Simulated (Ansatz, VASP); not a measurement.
## Two plane-wave programs on Pb

The input INCAR:

```
ALGO     = Normal         # electronic algorithm
EDIFF    = 1E-7           # SCF threshold, eV
ENCUT    = 520            # plane-wave cutoff, eV
GGA      = PS             # functional
ISIF     = 2              # what is computed and relaxed
ISMEAR   = -1             # smearing method
LASPH    = True           # aspherical terms in the spheres
LCHARG   = False          # write CHGCAR
LREAL    = False          # projectors in reciprocal space
LWAVE    = False          # write WAVECAR
NBANDS   = 13             # bands
NELM     = 80             # most SCF steps
PREC     = Accurate       # precision mode
SIGMA    = 0.05           # smearing width, eV
```

Contents of KPOINTS:

```
k-points
0
Gamma
  9 9 9
```

POSCAR

```
Pb
1.0
    0.0000000000      2.4914113386      2.4914113386
    2.4914113386      0.0000000000      2.4914113386
    2.4914113386      2.4914113386      0.0000000000
Pb
1
Direct
    0.0000000000      0.0000000000      0.0000000000
```

Contents of input.yaml:

```yaml
crystal:
  lattice:
    - [0.0, 2.4914113386, 2.4914113386]
    - [2.4914113386, 0.0, 2.4914113386]
    - [2.4914113386, 2.4914113386, 0.0]
  atoms:
    - { symbol: Pb, position: [0.0, 0.0, 0.0] }
hamiltonian:
  xc: pbesol
  pseudopotentials: { kind: paw }
kpoints:
  mp_grid: { grid: [9, 9, 9] }
scf:
  occupations: { method: fermi_dirac, width: 0.05 }
output:
  forces: true
  stress: true
  eigenvalues: true
```

Change from the starting cell: volume scaled by 1.02.

Alike in both runs: task single point; functional PBEsol; k mesh 9 × 9 × 9; occupations fermi-dirac, width 0.05 eV; no spin polarisation.

```csv
,VASP,Ansatz
version,VASP 6.6.1,Ansatz 0.2.0
potentials or method,"VASP PAW PBE potentials, release 64 (Pb_d)",Ansatz PAW
plane-wave cutoff (eV),520,420
valence electrons in the cell,14,14
```

Ansatz gave:

| Item | Value |
| --- | --- |
| gap on the k mesh at the Fermi level (eV) | none |
| pressure (GPa) | -1.5 |

Q: Which values does VASP return?

A: gap on the k mesh at the Fermi level (eV): none; pressure (GPa): -1.6.

A gap of «none» marks a metal or a gap that the smearing closes. With one functional, cell and mesh, what is left measures potentials, basis and numerics.

Caveats: the PAW data sets were made with another functional, which shifts forces and pressure a little (VASP); the PAW data sets come from PBE, with cores solved anew for the run's functional, which leaves a small shift of forces and pressure (Ansatz). The runs have no spin-orbit coupling, so splittings on Pb are missing.
